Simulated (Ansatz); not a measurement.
# Ru: the cost of one run

Method: DFT PBE, scalar-relativistic, plane waves, PAW, in Ansatz 0.2.0.

41 further runs of the same task are left out: 41 set aside as unsound or not needed.

## 1. The system as given

Symmetry: Fm-3m, No. 225, cubic system. Conventional cell: a = 3.810 Å, b = 3.810 Å, c = 3.810 Å, α = 90.00°, β = 90.00°, γ = 90.00°. Ru (site symmetry m-3m) is surrounded by 12 Ru at 2.69 Å.

Coordinates:

```cif
data_structure
_symmetry_space_group_name_H-M 'Fm-3m'
_symmetry_Int_Tables_number 225
_cell_length_a 3.8102
_cell_length_b 3.8102
_cell_length_c 3.8102
_cell_angle_alpha 90.000
_cell_angle_beta 90.000
_cell_angle_gamma 90.000
_cell_volume 55.31
loop_
_atom_site_label
_atom_site_type_symbol
_atom_site_symmetry_multiplicity
_atom_site_Wyckoff_symbol
_atom_site_fract_x
_atom_site_fract_y
_atom_site_fract_z
_atom_site_occupancy
Ru1 Ru 4 a 0.00000 0.00000 0.00000 1
```

This cell was relaxed beforehand with the same method: volume 13.83 Å³/atom, gap on the mesh none (metal).

## 2. What is varied

The energy is mapped over two homogeneous strains (x along [1 0 0], y along [0 1 0], z along [0 0 1] of the conventional cell).

- equal engineering shear yz, xz and xy: 9 values from −7.00 to 7.00 %
- equal normal strain along x, y and z: 9 values from −5.00 to 5.00 %

Nothing else is relaxed (symmetry fixes all fractional coordinates). Energies count from the relaxed crystal. Points are written as (first, second).

## 3. Grid point (−7.00 %, 3.75 %)

The input, input.yaml:

```yaml
crystal:
  lattice:
    - [-0.1333558828, 1.9098467494, 1.9098467494]
    - [1.9098467494, -0.1333558828, 1.9098467494]
    - [1.9098467494, 1.9098467494, -0.1333558828]
  atoms:
    - { symbol: Ru, position: [0.0, 0.0, 0.0] }
basis:
  ecutwfc: 420
kpoints:
  mp_grid: { grid: [20, 20, 20] }
hamiltonian:
  xc: pbe
scf:
  occupations: { method: gaussian, width: 0.15 }
output:
  forces: true
  stress: true
  eigenvalues: true
```

Run with:

```console
$ ansatz run input.yaml --threads 1 --pin off --max-ram 2048MiB --backend cpu --events-out ev --progress --plain --runs-dir out
```

**Question.** How long does this run take on 1 thread of Intel Xeon 6975P-C (Granite Rapids), shared host, and how much memory does it need?

About 3.5 s, with a peak of 0.46 GiB.
